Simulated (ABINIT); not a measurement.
**CdTe: equation of state with PBEsol**

**Measured values to compare with.**

From “Multiscale insight into the Cd1-xZnxTe vibrational-mechanical properties -- High-pressure experiments and ab initio calculations”, 2023, arxiv:2306.14539, for a powder of CdTe: bulk modulus 42 ± 2 GPa.

CdTe:

```
Te Cd
1.0
     0.00000    3.20500    3.20500
     3.20500    0.00000    3.20500
     3.20500    3.20500    0.00000
Te Cd
1 1
Direct
  0.75000 0.75000 0.75000
  0.00000 0.00000 0.00000
```

```
Program             : ABINIT 10.8.3 (patched build)
Task                : equation of state
Functional          : PBEsol
Potentials or basis : JTH PAW PBE v2.0
Cutoff              : 599 eV
k mesh              : 7 × 7 × 7
Occupations         : fermi-dirac, width 0.05 eV
Spin                : no spin polarisation
Fine-grid cutoff    : 1197.3 eV
```

```
Equilibrium volume                      : 34.26 Å³/atom
Bulk modulus                            : 42 GPa
Pressure derivative of the bulk modulus : 4.8
```

Energy against volume, from the lowest point:
```tsv
volume (Å³/atom)	energy (meV/atom)
30.947	50.83
31.605	31.34
32.263	17.03
32.922	7.36
33.580	1.83
34.239	0.00
34.897	1.49
```

Wall time 4.7 min on 1 thread of Arm Neoverse V2 (shared host), peak memory 0.18 GiB.

A measured bulk modulus of CdTe is 42 GPa (powder; quoted in “Multiscale insight into the Cd1-xZnxTe vibrational-mechanical properties -- High-pressure experiments and ab initio calculations”, 2023, arxiv:2306.14539); the calculated 42 GPa misses it by -0.4 %. The fit is for a static lattice scaled at fixed shape and fixed fractional positions.

Caveat: pressures at fixed basis lie under the slope of the energies; the PAW data sets were made with another functional, which shifts forces and pressure a little. Spin-orbit coupling is left out, which matters for the levels of Te.
